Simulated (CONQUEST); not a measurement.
SnO2 (Cassiterite):

```
Sn O
1.0
     3.18650    0.00000    0.00000
     0.00000    4.73800    0.00000
     0.00000    0.00000    4.73800
Sn O
2 4
Direct
  0.49746 0.50951 0.49864
  0.99823 0.00615 0.00976
  0.50555 0.19471 0.19258
  0.00342 0.69922 0.30269
  0.50986 0.81229 0.79193
  0.98763 0.30649 0.69155
```

The cell isn't the ideal one: atoms moved at random, drawn with an rms of 0.05 Å.

Base run:

```yaml
Program: CONQUEST 1.3
Functional: PBE
Potentials_or_basis: PseudoDojo NC PBE, DZP, grid cutoff 300 Ha
k_mesh: 8 × 6 × 6
Occupations: fermi-dirac, width 0.05 eV
Spin: no spin polarisation
```

Its results: band gap on the k mesh 0.92 eV, direct; pressure 17.7 GPa; largest force 1.930 eV/Å.

Question: After a change of settings the same cell gave: band gap on the k mesh 0.75 eV, direct; pressure 17.6 GPa; largest force 2.068 eV/Å. Which change was it?
A. potentials or basis from PseudoDojo NC PBE, DZP, grid cutoff 300 Ha to PseudoDojo NC PBE, SZ, grid cutoff 150 Ha
B. potentials or basis from PseudoDojo NC PBE, DZP, grid cutoff 300 Ha to PseudoDojo NC PBE, DZ, grid cutoff 150 Ha
C. potentials or basis from PseudoDojo NC PBE, DZP, grid cutoff 300 Ha to PseudoDojo NC PBE, SZP, grid cutoff 150 Ha
D. potentials or basis from PseudoDojo NC PBE, DZP, grid cutoff 300 Ha to PseudoDojo NC PBE, DZP, grid cutoff 200 Ha

Answer: B.

Caveats: spin-orbit coupling is left out, which moves the levels of the heavy elements; the basis of atomic orbitals isn't converged, which shifts pressures, moduli and gaps; the atomic basis is small (some runs).
